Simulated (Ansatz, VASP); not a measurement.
## Sb in VASP and in Ansatz

INCAR

```
SYSTEM = Sb
PREC = Accurate ; ENCUT = 520
EDIFF = 1E-6 ; ISMEAR = -1
SIGMA = 0.1 ; LREAL = .False.
LASPH = .True. ; NELM = 100
ALGO = Normal ; ISIF = 2
LWAVE = .False. ; LCHARG = .False.
GGA = PS ; NBANDS = 8
```

File KPOINTS:

```
Automatic mesh
0
Gamma
  15 15 15
  0 0 0
```

Contents of POSCAR:

```
Sb
1.0
    0.0000000000      2.2930939995      2.2930939995
    2.2930939995      0.0000000000      2.2930939995
    2.2930939995      2.2930939995      0.0000000000
Sb
1
Direct
    0.0000000000      0.0000000000      0.0000000000
```

Input for Ansatz:

```yaml
crystal:
  lattice:
    - [0.0, 2.2930939995, 2.2930939995]
    - [2.2930939995, 0.0, 2.2930939995]
    - [2.2930939995, 2.2930939995, 0.0]
  atoms:
    - { symbol: Sb, position: [0.0, 0.0, 0.0] }
kpoints:
  mp_grid: { grid: [15, 15, 15] }
scf:
  occupations: { method: fermi_dirac, width: 0.1 }
hamiltonian:
  xc: pbesol
  pseudopotentials: { kind: all_electron, lapw: { basis_error: 0.001 } }
output:
  forces: true
  stress: true
  eigenvalues: true
  populations: true
```

Change from the starting cell: volume scaled by 0.92, LAPW.

Alike in both runs: task single point; functional PBEsol; k mesh 15 × 15 × 15; occupations fermi-dirac, width 0.1 eV; no spin polarisation.

```csv
,VASP,Ansatz
version,VASP 6.6.1,Ansatz 0.2.0
potentials or method,"VASP PAW PBE potentials, release 64 (Sb)","all-electron LAPW, scalar-relativistic"
plane-wave cutoff (eV),520,see its input
```

Ansatz gave:

| Property | Result |
| --- | --- |
| pressure (GPa) | 6.7 |

Question: Which values does VASP return?

Answer: Pressure (GPa): 6.8.

Ansatz ran all-electron here, so the differences hold the error of VASP's frozen core and of both bases.

Caveats: the PAW data sets were made with another functional, which shifts forces and pressure a little (VASP). Spin-orbit coupling is left out, which matters for the levels of Sb.
